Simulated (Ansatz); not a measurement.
# FeO (Wuestite) (Fm-3m) in Ansatz: notebook

One crystal, FeO (Wuestite), is run at these levels: PBEsol; tasks: phonons, elastic constants.

Everything below comes from runs of Ansatz 0.2.0. Logs are shortened: lines on timing, memory, paths and dates and some standing lists are left out, and cuts for length are marked.

**Experimental background.**

From “W\"ustite: Electric, thermodynamic and optical properties of FeO”, 2012, arxiv:1203.1201, for a bulk crystal of FeO: band gap 2.4 eV (optical).

How close the calculation comes is told below.

## (1) The structure

Symmetry: Fm-3m, No. 225, cubic system. Conventional cell: a = 4.311 Å, b = 4.311 Å, c = 4.311 Å, α = 90.00°, β = 90.00°, γ = 90.00°. Fe (site symmetry m-3m) has 6 O at 2.16 Å as nearest neighbours. O (site symmetry m-3m) is surrounded by 6 Fe at 2.16 Å.

## (2) Phonons, PBEsol, collinear spin, ferromagnetic start

Contents of input.yaml:

```yaml
crystal:
  lattice:
    - [0.0, 2.1554, 2.1554]
    - [2.1554, 0.0, 2.1554]
    - [2.1554, 2.1554, 0.0]
  atoms:
    - { symbol: Fe, position: [0.0, 0.0, 0.0], spin: 3.0 }
    - { symbol: O, position: [0.5, 0.5, 0.5] }
hamiltonian:
  xc: pbesol
  pseudopotentials: { kind: paw }
magnetization:
  spin_polarized: true
kpoints:
  mp_grid: { grid: [10, 10, 10] }
scf:
  occupations: { method: fermi_dirac, width: 0.05 }
phonons:
  method: dfpt
  qmesh: [2, 2, 2]
  temperatures: { t_max: 1000, t_step: 100 }
  qpath:
    path:
      - [[0.0, 0.0, 0.0], [0.5, 0.0, 0.5], [0.5, 0.25, 0.75], [0.375, 0.375, 0.75], [0.0, 0.0, 0.0], [0.5, 0.5, 0.5], [0.625, 0.25, 0.625], [0.5, 0.25, 0.75], [0.5, 0.5, 0.5], [0.375, 0.375, 0.75]]
      - [[0.625, 0.25, 0.625], [0.5, 0.0, 0.5]]
    npoints: 8
```

Potentials or basis: Ansatz PAW.

Run with:

```sh
$ ansatz run input.yaml --threads 2 --pin off --max-ram 5632MiB --backend cpu --events-out ev --progress --plain --runs-dir out
```

Standard output:

```text
Warning: RAYON_NUM_THREADS=2 ignored (pool sized by the plan → 2); use --threads N
Engine: ansatz 0.2.0, x86_64-unknown-linux-gnu
Pseudopotentials: kind: paw
Pseudopotential: Fe, paw, valence charge 16, recommended cutoff 420 eV (normal), Fe.paw.azcp
Pseudopotential: O, paw, valence charge 6, recommended cutoff 420 eV (normal), O.paw.azcp
Functional definition: PBEsol
  exchange = pbesol_x
  correlation = pbesol_c
Crystal: 2 atoms, lattice volume = 20.027 Å³
Basis set: ecut = 420 eV, 387 PW (Γ), exchange–correlation on 48×48×48 points (8 copies of the dense FFT grid, shifted against one another)
Bands: 17, of which v1, the nominal top of the filled ones, is band 11 counted from 1 (10 counted from 0)
Symmetry: 48 space group operations
Space group: Fm-3m (ITA 225), of the structure as read, at distance tolerance 2.7e-5 Å
Magnetic group: BNS 225.116 (UNI 1618), of the structure as read, at distance tolerance 2.7e-5 Å
k-points: 47 of 1000
Non-local potential: Fe, projectors of the file, l = 0: 3, l = 1: 2, l = 2: 3, l = 3: 1
Non-local potential: O, projectors of the file, l = 0: 2, l = 1: 2, l = 2: 1
PAW form: soft (Blöchl's): semilocal exchange-correlation on the pseudo side does not see the compensation charge
PAW frozen core: Fe, regenerated for the run's functional, and the local potential with it (the file was generated under x = pbe(κ = 0.804, μ = 0.2195149727645171), c = pbe(β = 0.06672455060314922))
PAW frozen core: O, regenerated for the run's functional, and the local potential with it (the file was generated under x = pbe(κ = 0.804, μ = 0.2195149727645171), c = pbe(β = 0.06672455060314922))
PAW one-centre angular grid: Fe, 590 points (default); XC on 64 Gauss nodes
PAW one-centre angular grid: O, 110 points (default); XC on 64 Gauss nodes
Initial density: superposition of atomic densities (chi_scale 0.1, normalization cell, long waves kept (reshape's long-wave potential 0.00 eV rms))
Starting moments: Σ|m| = 3 μB on 1 of 2 sites
Initial wavefunctions: pseudopotential atomic-orbital guess
Functional: x = pbesol(κ = 0.804, μ = 0.12345679012345678), c = pbesol(β = 0.046)
SCF 1 converged in 12 iterations: F = -5008.822441 eV  dr2 = 2.86e-11
a single point of the input's cell can leave the moments in the input for a lower state (scf.lower_state_search): this run first made a single point of its cell. This run's own SCFs start from the density of the state that the single point found, with the moments in the input. The single point stayed on the moments in the input.
Initial density: read from a saved state, or passed on in memory by an earlier SCF of this step, an earlier step, the calling program or the single point that the run made first
Stability of the state it starts from, as read at its close in the collinear treatment: not read negative (Ritz values of 1 − χ₀K, real part plus size of imaginary part, from 0.82 to 1.1, by its mixing steps under the symmetry group of the SCF that read it); its run was given moments
Starting moments: Σ|m| = 3 μB on 1 of 2 sites; this step starts from the density that it was given
iter 1 solved again at ethr=2.30e-9 eV; its pass at ethr=3.10e-3 eV (dr2=5.07e-7 eV) is discarded
SCF iter   1: F=—  HF=-5008.822441 eV  |F-HF|=—  |Δ(HF+E_count)|=         —  Δρ=3.43e-7 (↑3.43e-7 ↓3.15e-7)  dr2=2.04e-12  dr2_m=1.90e-11  M=4.002 μB ∫|m|=4.012 μB  β_m=0.65  ethr=2.30e-9  ⟨swp⟩=3.0  Hψ=11588  notcnv=0
eigensolver tolerance schedule: the retry pair's looser diagonalisation over-reported the residual by 248385.83 of it (diagonalisation noise at 0.23 of the residual, at the tolerance the schedule requests for it); recorded, not acted on — ethr = c·dr2/N_el stays at c = 1.0e-1
preconditioner: auto → none  [metal: Δε(μ)=0.010 eV  Ē_g=13.464 eV  σ=0.050 eV  W_gap=0.05  n_scr=0 (ndim 8)  ℏωp=31.0 eV  f_vac=0.000  D(μ)=1.26/eV (n_scr^D=14)]
SCF iter   2: F=—  HF=-5008.822441 eV  |F-HF|=—  |Δ(HF+E_count)|=  2.11e-10  Δρ=1.81e-7 (↑1.52e-7 ↓1.81e-7)  dr2=6.07e-13  dr2_m=4.96e-12  M=4.002 μB ∫|m|=4.012 μB  β_m=0.65  ethr=1.00e-12  ⟨swp⟩=2.4  Hψ=2707  notcnv=0
SCF iter   3: F=-5008.822441 eV  HF=-5008.822441 eV  |F-HF|=9.09e-13  |Δ(HF+E_count)|=  7.28e-12  Δρ=4.85e-8 (↑4.85e-8 ↓2.52e-8)  dr2=1.00e-13  dr2_m=2.23e-13  M=4.002 μB ∫|m|=4.012 μB  ethr=1.00e-12  ⟨swp⟩=3.5  Hψ=5830  notcnv=0
SCF 2 converged in 3 iterations: F = -5008.822441 eV  dr2 = 1.00e-13
iter 1 solved again at ethr=2.81e-9 eV; its pass at ethr=3.10e-3 eV (dr2=6.19e-7 eV) is discarded
SCF iter   1: F=—  HF=-5008.822441 eV  |F-HF|=—  |Δ(HF+E_count)|=         —  Δρ=1.27e-7 (↑4.48e-8 ↓1.27e-7)  dr2=3.73e-12  dr2_m=4.86e-13  M=4.002 μB ∫|m|=4.012 μB  β_m=0.30  ethr=2.81e-9  ⟨swp⟩=3.0  Hψ=11579  notcnv=0
eigensolver tolerance schedule: the retry pair's looser diagonalisation over-reported the residual by 165940.73 of it (diagonalisation noise at 0.18 of the residual, at the tolerance the schedule requests for it); recorded, not acted on — ethr = c·dr2/N_el stays at c = 1.0e-1
preconditioner: auto → none  [metal: Δε(μ)=0.010 eV  Ē_g=13.464 eV  σ=0.050 eV  W_gap=0.05  n_scr=8 (ndim 8)  ℏωp=31.0 eV  f_vac=0.000  D(μ)=1.26/eV (n_scr^D=14)]
SCF iter   2: F=-5008.822441 eV  HF=-5008.822441 eV  |F-HF|=7.28e-12  |Δ(HF+E_count)|=  2.96e-10  Δρ=1.40e-7 (↑5.83e-8 ↓1.40e-7)  dr2=6.45e-12  dr2_m=5.37e-13  M=4.002 μB ∫|m|=4.012 μB  ethr=1.00e-12  ⟨swp⟩=5.7  Hψ=6089  notcnv=0
SCF 3 converged in 2 iterations: F = -5008.822441 eV  dr2 = 6.45e-12
phonons: the bands overlap, so this run is a metal and interpolates without the dipole-dipole term. If the crystal is really an insulator or semiconductor, its LO-TO splitting is missing
NSCF: frozen V_eff on 47 k-points
NSCF: frozen V_eff on 102 k-points
DFPT response loops at q = (0, 0, 0) (fractional): preconditioner auto → Kerker (q_TF=auto, 2.771 Å⁻¹) (partly filled bands, converged f_vac=0.000); β = 1.00, the filter's whole step (`scf.mixing.beta` (0.30) is not read by the response loops under this deck's `scf.mixing.preconditioner`; to damp them name `kerker` or `kerker_dos`, under which they read `scf.mixing.beta`, and type it under 1.00, their step now; both keys bind the ground state too); Broyden in place of MSR1
NSCF: frozen V_eff on 564 k-points
DFPT response loops at q = (0, 0, -0.5) (fractional): mixed as the last ones told, above
NSCF: frozen V_eff on 342 k-points
DFPT response loops at q = (0, -0.5, -0.5) (fractional): mixed as the last ones told, above
SCF converged after 3 iterations
Magnetization: 4.0017 μB (13.0009 up, 8.9991 down)
Absolute magnetization: 4.0117 μB (∫|ρ↑−ρ↓|, with the PAW one-centre terms)
Spin contamination: 0.0112 ħ² per cell (⟨S²⟩ above its minimum at these occupations)
Per-site moments (μB) at R_I (Å): [(3.4417047806320658, 0.8891025000000001), (0.3255497136738909, 0.8891025000000001)]
Free energy (F): -5008.822441 eV
Harris-Foulkes:  -5008.822441 eV  (|F-HF|=9.09e-13)
Internal energy: -5008.812035 eV  (E = F + TS)
E sigma→0 (E₀):  -5008.817238 eV
Entropy (-TS):   -0.010406 eV (-5.203 meV/atom)
Fermi energy:    14.495587 eV
--- Per-component energies (eV) ---
  E_band       = -268.516954
  E_kinetic    = 514.257271
  E_local      = -2596.869275  (includes V_loc(G=0)·N_el)
  E_nonlocal   = 280.663404
  E_hartree    = 1056.295711
  E_xc         = -185.939283
  E_vxc        = -239.628573  (∫ρ·V_xc dr)
  E_paw        = -1491.981117  (= ΣΔE_a)
  E_vpaw       = -339.534567  (= ΣTr[D̂ρ^β])
  E_aug_tail   = 0.003376  (compensation charges beyond the density's cutoff)
  E_ewald      = -2585.456612
  E_core_change = 0.214490  (= ΣΔE_core)
  E_smearing   = -0.010406  (= −TS)
  E_closure    = -0.000000  (closes the sum)
  Σ components = -5008.822441   (vs F -5008.822441, Δ=0.00e0)
--- Band table (eV; the first three rows and the last of 94) ---
  k-point 0 ↑: bands = ["-75.1145", "-41.2759", "-41.2759", "-41.2759", "-6.2835", "10.5657", "10.5657", "10.5657", "10.6018", "10.6018", "10.6018", "10.8207", "10.8207", "14.3884", "29.4619", "31.2598", "31.2598"]
  k-point 1 ↑: bands = ["-75.1140", "-41.2811", "-41.2765", "-41.2765", "-6.1819", "9.5505", "9.7313", "9.7313", "10.6984", "10.6984", "10.9861", "11.6774", "11.6774", "15.0835", "27.9895", "30.9384", "30.9384"]
  k-point 2 ↑: bands = ["-75.1126", "-41.2946", "-41.2783", "-41.2783", "-5.9041", "8.1456", "8.9215", "8.9215", "10.8927", "10.8927", "11.2327", "12.6145", "12.6145", "16.4198", "25.8108", "29.7312", "29.7312"]
  k-point 46 ↓: bands = ["-70.9927", "-37.2958", "-37.2846", "-37.2726", "-4.3980", "7.9897", "8.6280", "8.9426", "13.9957", "14.7881", "15.2661", "15.4987", "16.1953", "22.7275", "23.8716", "24.5039", "27.4133"]
--- Phonons (Γ-DFPT): 2 representative perturbations + reference (Σ response iterations 6) ---
  ASR residual: 9.548e-4 → 0.000e0 eV/Å²; symmetrization residual: 2.095e-6 eV/Å²
  ASR residual per site (eV/Å²): 9.55e-4 3.85e-5
  Γ frequencies (cm⁻¹): 0.00 0.00 0.00 221.11 221.11 221.11
--- Phonons (arbitrary-q DFPT): 3 irreducible q on the 2×2×2 mesh ---
  q = [0.0000, 0.0000, 0.0000] (star 1, of the zone-centre solve; hermiticity 1.87e-6, symmetrization 1.52e-12): -0.00 -0.00 0.00 221.11 221.11 221.11
  q = [0.0000, 0.0000, -0.5000] (star 4, 2 solved perturbations on 282 of 1000 k-point pairs; hermiticity 3.38e-13, symmetrization 4.28e-13): 104.60 104.60 205.13 234.42 234.42 383.80
  q = [0.0000, -0.5000, -0.5000] (star 3, 4 solved perturbations in 546 linear systems a pass and spin channel, the states on 171 of 1000 k-point pairs; hermiticity 1.33e-6, symmetrization 2.68e-13): -135.31 -49.05 -49.05 312.61 312.61 374.17
  sum rule: each row above includes the acoustic sum rule's correction from the zone centre's row sums; it moved no ω² by more than (2.16 cm⁻¹)²
  mesh force constants: q→R imaginary residual 5.70e-17; ASR residual 9.548e-4 → 0.000e0 eV/Å²; symmetrization residual 4.441e-15 eV/Å²
  interpolated dispersion: 82 rows × 6 modes
  density of states and harmonic sums: on the 26×26×26 q-mesh, interpolated from the force constants of a 2×2×2 supercell (no non-analytic term)
  largest difference from the sums on the solved wave vectors: F 2.06e-1 eV, S 2.74e-4 and C_V 6.92e-5 eV/K
  zero-point energy: 0.068722 eV/cell   skipped modes (ω ≤ 0): 359, of them read as no rigid motion or as one in doubt: 356 (7.048e-1 modes/cell left out, lowest -135.31 cm⁻¹)   left out of the sums: 1.17e-1 of the cell's modes: C_V's classical limit lies that fraction below 3 k_B per atom; for a crystal, a wire or a layer, F and S can be off by more, and a phonons.interpolated_qmesh denser along its periods is the remedy for the sampling
```

Run time: 45 s. Hardware: 2 threads of AMD EPYC 7R43 (Zen 3), shared host; peak memory 0.84 GiB.

What came out:

```yaml
Free_energy: -5008.8224 eV
Band_gap_on_the_k_mesh: none (metal or under the smearing width)
Net_moment: 4.00 μB per cell
Absolute_moment: 4.01 μB per cell
Site_moments: Fe +3.44; O +0.33 μB
Highest_phonon_frequency: 384 cm⁻¹
Most_unstable_mode: 135i cm⁻¹
```

Phonon frequencies in cm⁻¹ (negative: imaginary):
```csv
q point,frequencies
"(0.000, 0.000, 0.000)",0 0 0 221 221 221
"(0.000, 0.000, -0.500)",105 105 205 234 234 384
"(0.000, -0.500, -0.500)",-135 -49 -49 313 313 374
```

Caveat: some modes are imaginary; the q mesh is small, so phonon branches between its points and thermal values are rough; a cell with one magnetic atom can't hold antiferromagnetic order, which such compounds often take; semilocal functionals often make such compounds metallic where correlation or magnetic order opens a gap, which also shifts bond lengths; the PAW data sets come from PBE, with cores solved anew for the run's functional, which leaves a small shift of forces and pressure.

## (3) Elastic constants, PBEsol, collinear spin, ferromagnetic start

Contents of input.yaml:

```yaml
crystal:
  lattice:
    - [0.0, 2.1554, 2.1554]
    - [2.1554, 0.0, 2.1554]
    - [2.1554, 2.1554, 0.0]
  atoms:
    - { symbol: Fe, position: [0.0, 0.0, 0.0], spin: 3.0 }
    - { symbol: O, position: [0.5, 0.5, 0.5] }
hamiltonian:
  xc: pbesol
  pseudopotentials: { kind: paw }
magnetization:
  spin_polarized: true
kpoints:
  mp_grid: { grid: [10, 10, 10] }
scf:
  occupations: { method: fermi_dirac, width: 0.05 }
output:
  forces: true
  stress: true
elastic:
  mode: clamped_ion
  stencil: two_point
```

Potentials or basis: Ansatz PAW.

Run with:

```sh
$ ansatz run input.yaml --threads 2 --pin off --max-ram 5632MiB --backend cpu --events-out ev --progress --plain --runs-dir out
```

Standard output:

```text
Warning: RAYON_NUM_THREADS=2 ignored (pool sized by the plan → 2); use --threads N
Engine: ansatz 0.2.0, x86_64-unknown-linux-gnu
Pseudopotentials: kind: paw
Pseudopotential: Fe, paw, valence charge 16, recommended cutoff 420 eV (normal), Fe.paw.azcp
Pseudopotential: O, paw, valence charge 6, recommended cutoff 420 eV (normal), O.paw.azcp
Functional definition: PBEsol
  exchange = pbesol_x
  correlation = pbesol_c
Crystal: 2 atoms, lattice volume = 20.027 Å³
Basis set: ecut = 420 eV, 387 PW (Γ), exchange–correlation on 48×48×48 points (8 copies of the dense FFT grid, shifted against one another)
Bands: 17, of which v1, the nominal top of the filled ones, is band 11 counted from 1 (10 counted from 0)
Symmetry: 48 space group operations
Space group: Fm-3m (ITA 225), of the structure as read, at distance tolerance 2.7e-5 Å
Magnetic group: BNS 225.116 (UNI 1618), of the structure as read, at distance tolerance 2.7e-5 Å
k-points: 47 of 1000
Non-local potential: Fe, projectors of the file, l = 0: 3, l = 1: 2, l = 2: 3, l = 3: 1
Non-local potential: O, projectors of the file, l = 0: 2, l = 1: 2, l = 2: 1
PAW form: soft (Blöchl's): semilocal exchange-correlation on the pseudo side does not see the compensation charge
[... 114 lines left out ...]
  k-point 1 ↑: bands = ["-75.1140", "-41.2811", "-41.2765", "-41.2765", "-6.1819", "9.5505", "9.7313", "9.7313", "10.6984", "10.6984", "10.9861", "11.6774", "11.6774", "15.0835", "27.9895", "30.9384", "30.9384"]
  k-point 2 ↑: bands = ["-75.1126", "-41.2946", "-41.2783", "-41.2783", "-5.9041", "8.1456", "8.9215", "8.9215", "10.8927", "10.8927", "11.2327", "12.6145", "12.6145", "16.4198", "25.8108", "29.7312", "29.7312"]
  k-point 46 ↓: bands = ["-70.9927", "-37.2958", "-37.2846", "-37.2726", "-4.3980", "7.9897", "8.6280", "8.9426", "13.9957", "14.7881", "15.2661", "15.4987", "16.1953", "22.7275", "23.8716", "24.5039", "27.4133"]
--- Elastic constants: 2 strain directions × 2 members + reference (group order 48) ---
  dense FFT box of the reference and of every strained cell: 24×24×24
  strains applied: 11, 23; error gains: componentwise 1.00 (the most a stress slope's error grows in a printed constant), spectral 1.73 (1 for all six strains in a standard setting)
  C = ∂σ_k/∂η_j (tension-positive GPa; Voigt order 11 22 33 23 13 12):
       230.019    138.952    138.952      0.000     -0.000     -0.000
       138.952    230.019    138.952      0.000     -0.000      0.000
       138.952    138.952    230.019      0.000      0.000      0.000
        -0.000      0.000      0.000     38.048     -0.000     -0.000
         0.000     -0.000     -0.000      0.000     38.048      0.000
        -0.000      0.000     -0.000     -0.000     -0.000     38.048
  reference stress σ⁰ (GPa):      8.564      8.564      8.564     -0.000     -0.000     -0.000
  C* (energy form; C + prestress term) asymmetry max|C*_kj − C*_jk| = 2.842e-14 GPa — a small one proves nothing (zero by symmetry where the batch's group is 432, −43m or m−3m); a large one is finite-difference/SCF noise where every solve meets its electron count
  moduli (Voigt/Reuss/Hill, GPa): K = 169.31/169.31/169.31   G = 41.04/40.73/40.88   E = 113.52   ν = 0.388
  mechanically stable: yes (min eigenvalue of sym C = 38.05 GPa)
  strain η (Voigt 11):  stress-route row diagonal C_11 = 230.02 GPa, energy-path curvature d²(F+E_count+ΔE)/dδ²/Ω₀ = 229.88 GPa
         δ    σ_11 (GPa)             F (eV)   n_scf  n_hpsi   n_pw
    -2.000e-3       8.0984       -5008.8245596       9   67098    399
     2.000e-3       9.0184       -5008.8202164       7   53528    400
  strain η (Voigt 23):  stress-route row diagonal C_44 = 38.05 GPa, energy-path curvature d²(F+E_count+ΔE)/dδ²/Ω₀ = 33.22 GPa
         δ    σ_23 (GPa)             F (eV)   n_scf  n_hpsi   n_pw
    -2.000e-3      -0.0761       -5008.8224363       9  115628    399
     2.000e-3       0.0761       -5008.8224363       6   88686    399
```

It took 13 s on 2 threads of AMD EPYC 7R43 (Zen 3), shared host; peak memory 0.45 GiB.

Results:

| Quantity | Value |
| --- | --- |
| Free energy | -5008.8224 eV |
| Pressure | -8.6 GPa |
| Band gap on the k mesh | none (metal or under the smearing width) |
| Net moment | 4.00 μB per cell |
| Absolute moment | 4.01 μB per cell |
| Site moments | Fe +3.44; O +0.33 μB |
| Clamped-ion elastic constants C11, C12, C44 | 230, 139, 38 GPa |
| Voigt bulk modulus | 169 GPa |

Levels at points of the mesh, in eV from the Fermi level:
Spin up:
| k point | band 11 | band 12 | band 13 | band 14 | band 15 | band 16 |
| --- | --- | --- | --- | --- | --- | --- |
| (0.00, 0.00, 0.00) | -3.89 | -3.67 | -3.67 | -0.11 | 14.97 | 16.76 |
| (0.00, 0.00, -0.50) | -2.51 | -0.35 | -0.35 | 3.83 | 8.28 | 12.29 |
| (0.00, -0.50, -0.50) | -2.78 | -2.78 | -2.78 | 5.06 | 8.51 | 10.54 |
Spin down:
```csv
k point,band 7,band 8,band 9,band 10,band 11,band 12
"(0.00, 0.00, 0.00)",-3.34,-3.34,-0.75,-0.75,-0.75,0.13
"(0.00, 0.00, -0.50)",-5.25,-5.25,0.41,0.41,0.61,2.76
"(0.00, -0.50, -0.50)",-4.53,-4.53,-2.18,0.68,0.77,0.77
```

Elastic tensor in Voigt notation (GPa, ions clamped, in the Cartesian axes of the cell as first typed):
```
230 139 139   0   0   0
139 230 139   0   0   0
139 139 230   0   0   0
  0   0   0  38   0   0
  0   0   0   0  38   0
  0   0   0   0   0  38
```

Caveat: the cell is more than 3 GPa from zero pressure, which shifts response properties; elastic constants of metals need much finer meshes, so these are rough; the pressure holds a Pulay correction of +0.7 GPa for the finite cutoff; a cell with one magnetic atom can't hold antiferromagnetic order, which such compounds often take; semilocal functionals often make such compounds metallic where correlation or magnetic order opens a gap, which also shifts bond lengths; the PAW data sets come from PBE, with cores solved anew for the run's functional, which leaves a small shift of forces and pressure.

## (4) How close it comes

Step 2. Measured gap of FeO: 2.4 eV (optical; quoted in “W\"ustite: Electric, thermodynamic and optical properties of FeO”, 2012, arxiv:1203.1201). This calculation gives 0.00 eV (-2.40 eV). So large a miss can be the level of theory's own, or it may mean another phase, state or a wrong row. The value is that of PBEsol on a finite k mesh, which can miss the band edges, without temperature or zero-point motion. Semilocal functionals fall short of measured gaps as a rule. The run's magnetic order (collinear spin, ferromagnetic start) needn't be the measured crystal's.

Step 3. Measured gap of FeO: 2.4 eV (optical; quoted in “W\"ustite: Electric, thermodynamic and optical properties of FeO”, 2012, arxiv:1203.1201). This calculation gives 0.00 eV (-2.40 eV). So large a miss can be the level of theory's own, or it may mean another phase, state or a wrong row. The value is that of PBEsol on a finite k mesh, which can miss the band edges, without temperature or zero-point motion. Semilocal functionals fall short of measured gaps as a rule. The run's magnetic order (collinear spin, ferromagnetic start) needn't be the measured crystal's.
